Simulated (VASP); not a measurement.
# Na (I4/mmm) in VASP: notebook

One crystal, Na, is run at these levels: PBEsol; tasks: single point.

All numbers are computed with VASP 6.6.1; they aren't measurements. Logs are shortened: lines on timing, memory, paths and dates and some standing lists are left out, and cuts for length are marked.

## Step 1: Starting point

Symmetry: Fm-3m, No. 225, cubic system. Conventional cell: a = 5.336 Å, b = 5.336 Å, c = 5.336 Å, α = 90.00°, β = 90.00°, γ = 90.00°. Na (site symmetry m-3m) has 12 Na at 3.77 Å as nearest neighbours.

This isn't the form of Na at room conditions, which is bcc.

## Step 2: Single point, PBEsol

Contents of INCAR:

```
PREC = Accurate
ENCUT = 520
EDIFF = 1E-7
ISMEAR = 0
SIGMA = 0.15
LREAL = F
LASPH = T
NELM = 100
ALGO = Fast
ISIF = 2
LWAVE = F
LCHARG = F
GGA = PS
NBANDS = 10
```

Contents of KPOINTS:

```
Automatic mesh
0
Gamma
  18 18 18
```

Contents of POSCAR:

```
Na
1.0
   -1.8865730051      1.8865730051      2.6676142292
    1.8865730051     -1.8865730051      2.6676142292
    1.8865730051      1.8865730051     -2.6676142292
Na
1
Direct
    0.0000000000      0.0000000000      0.0000000000
```

Potentials or basis: VASP PAW PBE potentials, release 64 (Na_pv).

The run is started by

```sh
cat potpaw_PBE.64/Na_pv/POTCAR > POTCAR
mpirun -np 1 vasp_std > vasp.out
```

OUTCAR:

```text
PREC = Accurate
   ENCUT = 520
   EDIFF = 1E-7
   ISMEAR = 0
   LREAL = F
   LASPH = T
   NELM = 100
   ISIF = 2
   GGA = PS

 ion  position               nearest neighbor table
   1  0.000  0.000  0.000-

  LATTYP: Found a body centered tetragonal cell.
 ALAT       =     3.7731460102
 C/A-ratio  =     1.4140000000

  Lattice vectors:

 A1 = (  -1.8865730051,   1.8865730051,   2.6676142292)
 A2 = (   1.8865730051,  -1.8865730051,   2.6676142292)
 A3 = (   1.8865730051,   1.8865730051,  -2.6676142292)

Analysis of symmetry for initial positions (statically):
=====================================================================
 Subroutine PRICEL returns:
 Original cell was already a primitive cell.

 Routine SETGRP: Setting up the symmetry group for a
 body centered tetragonal supercell.

 Subroutine GETGRP returns: Found 16 space group operations
 (whereof 16 operations were pure point group operations)
 out of a pool of 16 trial point group operations.

The static configuration has the point symmetry D_4h.

Analysis of symmetry for dynamics (positions and initial velocities):
=====================================================================
 Subroutine PRICEL returns:
 Original cell was already a primitive cell.

 Routine SETGRP: Setting up the symmetry group for a
 body centered tetragonal supercell.

 Subroutine GETGRP returns: Found 16 space group operations
 (whereof 16 operations were pure point group operations)
 out of a pool of 16 trial point group operations.

The dynamic configuration has the point symmetry D_4h.

 Subroutine INISYM returns: Found 16 space group operations
 (whereof 16 operations are pure point group operations),
 and found     1 'primitive' translations

----------------------------------------------------------------------------------------

                                     Primitive cell

  volume of cell :      37.9778

  direct lattice vectors                    reciprocal lattice vectors
    -1.886573005  1.886573005  2.667614229     0.000000000  0.265030825  0.187433398
     1.886573005 -1.886573005  2.667614229     0.265030825  0.000000000  0.187433398
     1.886573005  1.886573005 -2.667614229     0.265030825  0.265030825  0.000000000

  length of vectors
     3.772861127  3.772861127  3.772861127     0.324611486  0.324611486  0.374810187

  position of ions in fractional coordinates (direct lattice)
     0.000000000  0.000000000  0.000000000

  ion indices of the primitive-cell ions
   primitive index   ion index
                 1           1

----------------------------------------------------------------------------------------

 KPOINTS: Automatic mesh

Automatic generation of k-mesh.
 Grid dimensions read from file:
 generate k-points for:   18   18   18

 Generating k-lattice:

  Cartesian coordinates                     Fractional coordinates (reciprocal lattice)
     0.000000000  0.014723935  0.010412967     0.055555556  0.000000000 -0.000000000
     0.014723935  0.000000000  0.010412967     0.000000000  0.055555556 -0.000000000
     0.014723935  0.014723935  0.000000000     0.000000000  0.000000000  0.055555556

  Length of vectors
     0.018033971  0.018033971  0.020822788

  Shift w.r.t. Gamma in fractional coordinates (k-lattice)
     0.000000000  0.000000000  0.000000000

 Subroutine IBZKPT returns following result:
 ===========================================

 Found    480 irreducible k-points:

 Following reciprocal coordinates:
            Coordinates               Weight
  0.000000  0.000000  0.000000      1.000000
  0.055556 -0.000000  0.000000      8.000000
  0.111111 -0.000000  0.000000      8.000000
  0.166667 -0.000000  0.000000      8.000000
  0.222222 -0.000000  0.000000      8.000000
  0.277778 -0.000000  0.000000      8.000000
[... 16 lines left out ...]
 -0.277778  0.055556 -0.000000     16.000000
 -0.222222  0.055556 -0.000000     16.000000
 [... further k-points ...]
   k-points           NKPTS =    480   k-points in BZ     NKDIM =    480   number of bands    NBANDS=     10
   number of dos      NEDOS =    301   number of ions     NIONS =      1
   total plane-waves  NPLWV =  21952
   dimension x,y,z NGX =    28 NGY =   28 NGZ =   28
   dimension x,y,z NGXF=    56 NGYF=   56 NGZF=   56
   ions per type =               1
   NGX,Y,Z   is equivalent  to a cutoff of  12.34, 12.34, 12.34 a.u.
   NGXF,Y,Z  is equivalent  to a cutoff of  24.68, 24.68, 24.68 a.u.
 SYSTEM =  unknown system
   PREC   = accura    normal or accurate (medium, high low for compatibility)
   ISTART =      0    job   : 0-new  1-cont  2-samecut
   ICHARG =      2    charge: 1-file 2-atom 10-const
   ISPIN  =      1    spin polarized calculation?
   LNONCOLLINEAR =      F non collinear calculations
   LSORBIT =      F    spin-orbit coupling
   LASPH  =      T    aspherical Exc in radial PAW
   ENCUT  =  520.0 eV  38.22 Ry    6.18 a.u.   7.02  7.02  7.02*2*pi/ulx,y,z
   NELM   =    100;   NELMIN=  2; NELMDL= -5     # of ELM steps
   EDIFF  = 0.1E-06   stopping-criterion for ELM
   LREAL  =      F    real-space projection
   EDIFFG = 0.1E-05   stopping-criterion for IOM
   NSW    =      0    number of steps for IOM
   IBRION =     -1    ionic relax: 0-MD 1-quasi-New 2-CG
   NFREE  =      0    steps in history (QN), initial steepest desc. (CG)
   ISIF   =      2    stress and relaxation
   ISYM   =      2    0-nonsym 1-usesym 2-fastsym
   POTIM  = 0.5000    time-step for ionic-motion
   TEBEG  =    0.0;   TEEND  =   0.0 temperature during run
   PSTRESS=    0.0 pullay stress
   NELECT =       7.0000    total number of electrons
   NUPDOWN=      -1.0000    fix difference up-down
   EMIN   =  10.00;   EMAX   =-10.00  energy-range for DOS
   EFERMI =   0.00;   METHOD = LEGACY
   ISMEAR =     0;   SIGMA  =   0.15  broadening in eV -4-tet -1-fermi 0-gaus
   EFERMI_NEDOS =   21; number of points for ismear=-14 and -15
   IALGO  =     68    algorithm
   IMIX   =      4    mixing-type and parameters
     AMIX     =   0.40;   BMIX     =  1.00
     AMIX_MAG =   1.60;   BMIX_MAG =  1.00
  volume/ion in A,a.u.               =      37.98       256.29
  Fermi-wavevector in a.u.,A,eV,Ry     =   0.931674  1.760609 11.810087  0.868017
  Thomas-Fermi vector in A             =   2.058192
   LORBIT       =      0    0 simple, 1 ext, 2 COOP (PROOUT), +10 PAW based schemes
   GGA     = PS    functional components
   LHFCALC =     F    Hartree Fock is set to
   AEXX    =    0.0000 exact exchange contribution
   IVDW    =     0    specifies the selected vdW correction
   LEPSILON=     F    determine dielectric tensor
   LRPA    =     F    only Hartree local field effects (RPA)
 non-spin polarized calculation
 RMM-DIIS sequential band-by-band and
 Gauss-broadening in eV      SIGMA  =   0.15
  energy-cutoff  :      520.00
  volume of cell :       37.98
 maximum number of plane-waves:      1038
   NGX = 13   NGY = 13   NGZ = 13

 number of electron       6.9999994 magnetization

 Free energy of the ion-electron system (eV)
  ---------------------------------------------------
  ext. energy  EPLUGINS =         0.00000000
  ---------------------------------------------------
  free energy    TOTEN  =        -1.40097643 eV

  energy without entropy =       -1.39534085  energy(sigma->0) =       -1.39815864

 E-fermi :   0.2537     XC(G=0):  -6.4374

 val. band max:        0.2158065303   @ k =  -0.3889  -0.3889   0.3889
 cond. band min:       0.2710607462   @ k =  -0.1111   0.4444   0.0556
 fundamental gap:      0.0552542159
 Fermi energy:         0.2536565646

 k-point     1 :       0.0000    0.0000    0.0000
  band No.  band energies     occupation
      1     -24.5631      2.00000
      2     -24.5631      2.00000
      3     -24.5631      2.00000
      4      -2.9899      2.00000
      5      11.1851      0.00000
      6      11.1851      0.00000
      7      11.1856      0.00000
      8      12.2576      0.00000
      9      12.6987      0.00000
     10      12.6987      0.00000

 k-point     2 :       0.0556   -0.0000    0.0000
  band No.  band energies     occupation
      1     -24.5641      2.00000
      2     -24.5632      2.00000
      3     -24.5632      2.00000
      4      -2.9394      2.00000
      5      10.2538      0.00000
      6      11.0671      0.00000
      7      11.0675      0.00000
      8      12.3728      0.00000
      9      12.8977      0.00000
     10      12.8981      0.00000

 k-point     3 :       0.1111   -0.0000    0.0000
  band No.  band energies     occupation
      1     -24.5669      2.00000
      2     -24.5636      2.00000
      3     -24.5636      2.00000
      4      -2.7880      2.00000
      5       8.9125      0.00000
      6      10.8265      0.00000
      7      10.8272      0.00000
      8      12.1370      0.00000
      9      13.3710      0.00000
     10      13.3712      0.00000

 k-point     4 :       0.1667   -0.0000    0.0000
  band No.  band energies     occupation
      1     -24.5713      2.00000
      2     -24.5642      2.00000
      3     -24.5642      2.00000
      4      -2.5367      2.00000
      5       7.5766      0.00000
      6      10.5877      0.00000
      7      10.5885      0.00000
      8      11.8602      0.00000
      9      13.6972      0.00000
     10      13.7018      0.00000

 k-point     5 :       0.2222   -0.0000    0.0000
  band No.  band energies     occupation
      1     -24.5766      2.00000
      2     -24.5650      2.00000
      3     -24.5650      2.00000
      4      -2.1869      2.00000
      5       6.2930      0.00000
      6      10.3965      0.00000
      7      10.3976      0.00000
      8      11.6218      0.00000
      9      13.1134      0.00000
     10      13.1164      0.00000

 k-point     6 :       0.2778   -0.0000    0.0000
  band No.  band energies     occupation
      1     -24.5822      2.00000
      2     -24.5658      2.00000
      3     -24.5658      2.00000
      4      -1.7405      2.00000
      5       5.0771      0.00000
      6      10.2670      0.00000
      7      10.2683      0.00000
      8      11.4477      0.00000
      9      12.5203      0.00000
     10      12.5232      0.00000
[... 183 lines left out ...]
 k-point    21 :      -0.3889    0.0556    0.0000
  band No.  band energies     occupation
      1     -24.5903      2.00000
      2     -24.5675      2.00000
      3     -24.5672      2.00000
      4      -0.7460      2.00000
      5       3.2602      0.00000
      6       9.6199      0.00000
      7       9.8049      0.00000
      8      10.9620      0.00000
      9      12.1796      0.00000
     10      12.3937      0.00000

 k-point    22 :      -0.3333    0.0556    0.0000
  band No.  band energies     occupation
      1     -24.5858      2.00000
      2     -24.5669      2.00000
      3     -24.5664      2.00000
      4      -1.3469      2.00000
      5       4.3463      0.00000
      6       9.6161      0.00000
      7       9.9621      0.00000
      8      11.2768      0.00000
      9      12.2416      0.00000
     10      12.8708      0.00000

 k-point    23 :      -0.2778    0.0556   -0.0000
  band No.  band energies     occupation
      1     -24.5804      2.00000
      2     -24.5662      2.00000
      3     -24.5656      2.00000
      4      -1.8559      2.00000
      5       5.5102      0.00000
      6       9.6899      0.00000
      7      10.1246      0.00000
      8      11.7354      0.00000
      9      12.3583      0.00000
     10      13.4304      0.00000

 k-point    24 :      -0.2222    0.0556   -0.0000
  band No.  band energies     occupation
      1     -24.5749      2.00000
      2     -24.5654      2.00000
      3     -24.5648      2.00000
      4      -2.2700      2.00000
      5       6.7450      0.00000
      6       9.8407      0.00000
      7      10.3183      0.00000
      8      12.2480      0.00000
      9      12.5519      0.00000
     10      13.7332      0.00000

 [... further k-points ...]

------------------------ aborting loop because EDIFF is reached ----------------------------------------

  FORCE on cell =-STRESS in cart. coord.  units (eV):
  Direction    XX          YY          ZZ          XY          YZ          ZX
  --------------------------------------------------------------------------------------
  -------------------------------------------------------------------------------------
  Total       -0.0704105     -0.0704105     -0.0703659      0.0000000     -0.0000000      0.0000000
  in kB       -2.9704183     -2.9704183     -2.9685362      0.0000000     -0.0000000      0.0000000
  external PRESSURE =      -2.9697910 kB  Pullay stress =       0.0000000 kB

 VOLUME and BASIS-vectors are now :
 -----------------------------------------------------------------------------
  energy-cutoff  :      520.00
  volume of cell :       37.98
      direct lattice vectors                 reciprocal lattice vectors
    -1.886573005  1.886573005  2.667614229     0.000000000  0.265030825  0.187433398
     1.886573005 -1.886573005  2.667614229     0.265030825  0.000000000  0.187433398
     1.886573005  1.886573005 -2.667614229     0.265030825  0.265030825  0.000000000

 POSITION                                       TOTAL-FORCE (eV/Angst)
 -----------------------------------------------------------------------------------
      0.00000      0.00000      0.00000        -0.000000      0.000000      0.000000
 -----------------------------------------------------------------------------------
    total drift:                               -0.000000     -0.000000     -0.000000

  FREE ENERGIE OF THE ION-ELECTRON SYSTEM (eV)
  ---------------------------------------------------
  free  energy   TOTEN  =        -1.4009764319 eV

  energy  without entropy=       -1.3953408492  energy(sigma->0) =       -1.39815864
```

It took 76 s on 1 thread of Intel Xeon 6975P-C (Granite Rapids), shared host; peak memory 0.26 GiB.

What came out:

| Quantity | Value |
| --- | --- |
| Free energy | -1.4010 eV |
| Pressure | -0.3 GPa |
| Band gap on the k mesh | none (metal or under the smearing width) |

Caveat: the PAW data sets were made with another functional, which shifts forces and pressure a little.

## Step 3: Single point, PBEsol

Contents of INCAR:

```
SYSTEM = Na
PREC = Accurate
ENCUT = 520
EDIFF = 1E-6
ISMEAR = 0
SIGMA = 0.15
LREAL = .False.
LASPH = .True.
NELM = 100
ALGO = Fast
ISIF = 2
LWAVE = .False.
LCHARG = .True.
GGA = PS
LELF = .True.
LVHAR = .True.
NBANDS = 10
```

Contents of KPOINTS:

```
Automatic mesh
0
Gamma
  18 18 18
  0 0 0
```

Contents of POSCAR:

```
Na
1.0
   -2.3769330413      2.3769330413      1.6804916602
    2.3769330413     -2.3769330413      1.6804916602
    2.3769330413      2.3769330413     -1.6804916602
Na
1
Direct
    0.0000000000      0.0000000000      0.0000000000
```

Potentials or basis: VASP PAW PBE potentials, release 64 (Na_pv).

The run is started by

```sh
cat potpaw_PBE.64/Na_pv/POTCAR > POTCAR
mpirun -np 1 vasp_std > vasp.out
```

Wall time 58 s (1 thread of Intel Xeon 6975P-C (Granite Rapids), shared host); peak memory 0.26 GiB.

Results (log left out):

```yaml
Free_energy: -1.3534 eV
Pressure: 0.0 GPa
Band_gap_on_the_k_mesh: none (metal or under the smearing width)
```

Stress tensor (GPa, compression positive):
```
-0.83  0.00  0.00
 0.00 -0.83  0.00
 0.00  0.00  1.62
```

Levels at points of the mesh, in eV from the Fermi level:
| k point | band 1 | band 2 | band 3 | band 4 | band 5 | band 6 | band 7 |
| --- | --- | --- | --- | --- | --- | --- | --- |
| (0.00, 0.00, 0.00) | -24.88 | -24.87 | -24.87 | -3.24 | 8.51 | 9.77 | 9.77 |
| (0.50, 0.00, 0.00) | -24.94 | -24.88 | -24.88 | 1.43 | 2.02 | 7.11 | 8.07 |
| (0.50, 0.50, 0.00) | -24.90 | -24.88 | -24.87 | 0.02 | 0.19 | 11.18 | 12.18 |
| (0.50, 0.50, 0.50) | -24.90 | -24.90 | -24.89 | 3.05 | 3.05 | 3.24 | 3.97 |

Caveat: the PAW data sets were made with another functional, which shifts forces and pressure a little.
